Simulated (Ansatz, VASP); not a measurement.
Two plane-wave programs on As

```xyz
2
Lattice="1.9040 1.0993 3.6184 -1.9040 1.0993 3.6184 0.0000 -2.1985 3.6184" Properties=species:S:1:pos:R:3 pbc="T T T"
As    0.0000    0.0000    8.4012
As    0.0000    0.0000    2.4539
```

Alike in both runs: functional PBE; k mesh 16 × 16 × 16; occupations gaussian, width 0.1 eV; no spin polarisation.

Ansatz relaxed the structure, and its values are those at the end. VASP's run is a single point on that final structure, the one shown.

```csv
,VASP,Ansatz
version,VASP 6.6.1,Ansatz 0.2.0
potentials or method,"VASP PAW PBE potentials, release 64 (As)","scalar-relativistic, plane waves, PAW"
plane-wave cutoff (eV),520,420
valence electrons in the cell,10,30
```

|  | VASP | Ansatz | Ansatz less VASP |
| --- | --- | --- | --- |
| gap on the k mesh at the Fermi level (eV) | none | none | - |
| pressure (GPa) | 0.3 | 0.0 | -0.25 |
| rms of the force components (eV/Å) | 0.028 | 0.000 | -0.0282 |

A gap of «none» marks a metal or a gap that the smearing closes. With one functional, cell and mesh, what is left measures potentials, basis and numerics. The two sets of potentials don't hold the same shells in valence.
